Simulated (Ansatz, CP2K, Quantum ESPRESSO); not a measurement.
**Re: 4 runs at one level of theory**

```
Re
1.0
     2.76080    0.00000    0.00000
    -1.38040    2.39092    0.00000
     0.00000    0.00000    4.45820
Re
2
Direct
  0.66667 0.33333 0.75000
  0.33333 0.66667 0.25000
```

Alike in all runs: task band structure; functional PBEsol; k mesh 11 × 11 × 6; occupations fermi-dirac, width 0.05 eV; no spin polarisation; no spin-orbit coupling. Pressure is positive in compression and, in plane waves, holds the error of the finite cutoff, which Ansatz's Pulay term estimates and takes out.

```tsv
program and potentials	plane-wave cutoff (eV)	notes	pressure (GPa)
Ansatz, Ansatz PAW	420	potentials made for PBE, which Ansatz adapts in part; Pulay term of +0.15 GPa included	-4.20
Ansatz, all-electron LAPW, scalar-relativistic	-	-	-4.10
Quantum ESPRESSO, PseudoDojo 0.4.1 SR PBEsol standard	980	-	-4.27
CP2K, POTENTIAL_UZH Re GTH-PBE-q15; TZVP-MOLOPT-PBE-GTH basis	-	atomic basis; potentials made for PBE	-4.31
```

The pressure spans -4.31 (CP2K, POTENTIAL_UZH Re GTH-PBE-q15; TZVP-MOLOPT-PBE-GTH basis) to -4.10 GPa (Ansatz, all-electron LAPW, scalar-relativistic), with all-electron results at -4.10. Rows in atomic bases carry the error of their basis and grid, which can be large.

Differences between rows come from potentials, basis sets and numerical settings, since the functional is the same but for its coding. Runs on potential files found faulty are left out.
